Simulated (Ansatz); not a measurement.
# Si2C: balancing the decomposition

Method: DFT PBE, scalar-relativistic, plane waves, PAW in Ansatz. All cells share a 420 eV cutoff and Γ-centred k meshes spaced at most about 0.3 Å⁻¹ (2π included). No spin polarisation.

Energies over the elements count from the elements' standard structures at the same level, with no fitted energy shifts.

Temperature and zero-point effects are left out. The reference form of C is held partly by dispersion forces, which this level lacks.

A trial structure of Si2C (reached from: Si/C ordered on a cell of C, changed on relaxing; relaxed: space group Immm (No. 71), a = 3.848 Å, b = 5.766 Å, c = 8.998 Å) has a formation energy of 0.298 eV/atom. It holds Si–Si nets (shortest 2.35 Å) and C–C pairs (shortest 1.38 Å). At its composition the lowest mixture among the elements and 2 reference phases computed alike (others may be missing) consists of these:

```
       phase             source  ΔE_f (eV/atom)
  Si (solid)            element          -0.001
SiC (P6_3mc)  Materials Project          -0.204
```

The lowest database cell of Si (-0.001) lies slightly below the reference, hence the non-zero entry.

Problem. Write the balanced decomposition and find its energy per atom, per formula unit and per mole of formula units.

Solution. Balancing Si and C gives Si2C → Si + SiC. The left side holds 3 atoms, and the products take 1/3 (Si) and 2/3 (SiC) of them. The mixture therefore lies at 1/3 × (-0.001) + 2/3 × (-0.204) = -0.136 eV/atom. The reaction energy is -0.136 − (0.298) = -0.434 eV/atom. Times 3 atoms that is -1.302 eV per Si2C, and times 96.485 it is -126 kJ per mole of Si2C. Decomposition is downhill, so the trial structure is unstable against this mixture.
